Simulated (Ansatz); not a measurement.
**Mg₂Sn: experiment and calculation**

**The experiment to reproduce.**

From “Control of the Thermoelectric Properties of Mg2Sn Single Crystals via Point-Defect Engineering”, 2020, pmc:7005024, for a bulk crystal of Mg2Sn: lattice constant a 6.7625 ± 0.0002 Å.

How close the calculation comes is told below.

Level of theory: Ansatz, DFT r2SCAN, scalar-relativistic, plane waves, PAW.

Settings: cutoff 500 eV, Γ-centred mesh 10×10×10 on the computed 3-atom cell, Gaussian smearing of 0.01 eV; no spin polarisation.

Relaxed structure, symmetry kept:

```xyz
3
Lattice="0.0000 3.3807 3.3807 3.3807 0.0000 3.3807 3.3807 3.3807 0.0000" Properties=species:S:1:pos:R:3 pbc="T T T"
Mg    1.6903    1.6903    1.6903
Mg    5.0710    5.0710    5.0710
Sn    0.0000    0.0000    0.0000
```

* Space group: Fm-3m (No. 225)
* Volume per atom: 25.76 Å³
* Formation energy from the elements' standard states (uncorrected): -0.263 eV/atom
* Generalised Kohn–Sham band gap: 0.20 eV, indirect from Γ to X
* Löwdin character of the top 1 eV of the valence band: Sn 5p 91 %, unprojected 7 %
* Electron masses at the edge by Cartesian direction of the standard setting (m_e; degenerate bands sorted by energy; no spin-orbit coupling): x: 1.0; y: 0.14; z: 0.14
* Hole masses at the edge by Cartesian direction of the standard setting (m_e; degenerate bands sorted by energy; no spin-orbit coupling): x: 0.25, 0.25, 0.12; y: 0.25, 0.25, 0.12; z: 0.25, 0.25, 0.12
* Bulk modulus: 46 GPa
* Its pressure derivative: 4.1
* Bader charges (e): Mg (2 in the cell) 1.52, Sn (1 in the cell) -3.03

Against the measured lattice constant a of Mg2Sn, 6.7625 Å (the paper above), the calculated 6.761 Å is off by 0.0 %. 2 values of this kind are on record (6.7576 to 6.7625 Å); this one was drawn at random, those with a stated uncertainty first. The calculation is for 0 K without zero-point motion.

Cost: 8 runs of about 1.9 core-minutes in all, on Intel Xeon Platinum 8375C (Ice Lake) (shared hosts).